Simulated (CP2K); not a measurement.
Runs of CP2K 2026.2 on Li. The structure is cubic, space group Im-3m (No. 229). The conventional cell has a = 3.509 Å, b = 3.509 Å, c = 3.509 Å, α = 90.00°, β = 90.00°, γ = 90.00°. Li (site symmetry m-3m) has 8 Li at 3.04 Å as nearest neighbours. 

```tsv
level	potentials or basis	smearing	EPS_DEFAULT	NGRIDS	basis sets	potentials	points a segment of the path (NPOINTS)	gap on the mesh (eV)	pressure (GPa)
LDA	GTH_POTENTIALS Li GTH-PADE-q3; TZVP-MOLOPT-PBE-GTH basis	fermi-dirac 0.1 eV	1.0E-9	4	Li TZVP-MOLOPT-PBE-GTH-q3	Li GTH-PADE-q3 of GTH_POTENTIALS	6	none	-1.6
r2SCAN	POTENTIAL_UZH Li GTH-SCAN-q3; TZVP-MOLOPT-SCAN-GTH basis	fermi-dirac 0.0259 eV	1.0E-9	5	Li TZVP-MOLOPT-SCAN-GTH-q3	Li GTH-SCAN-q3 of POTENTIAL_UZH	8	none	-0.3
TB-mBJ	POTENTIAL_UZH Li GTH-PBE-q3; TZVP-MOLOPT-PBE-GTH basis	fermi-dirac 0.01 eV	1.0E-9	4	Li TZVP-MOLOPT-PBE-GTH-q3	Li GTH-PBE-q3 of POTENTIAL_UZH	6	none	-
PBEsol	POTENTIAL_UZH Li GTH-PBE-q3; TZVP-MOLOPT-PBE-GTH basis	fermi-dirac 0.01 eV	1.0E-10	5	Li TZVP-MOLOPT-PBE-GTH-q3	Li GTH-PBE-q3 of POTENTIAL_UZH	6	none	(a)
```

Alike in all rows: task band structure; no spin polarisation; cell as given; k mesh 11 × 11 × 11.

Q: Estimate the missing entries.

A: (a) -0.8.

Caveats: the basis of atomic orbitals isn't converged, which shifts pressures, moduli and gaps; the potentials were made for another functional, which shifts forces and pressure (some runs); this is a model potential without an energy functional, so only levels have meaning (some runs).

A gap of «none» marks a metal or a gap under the smearing width.

Runs at the PBE level aren't shown here.
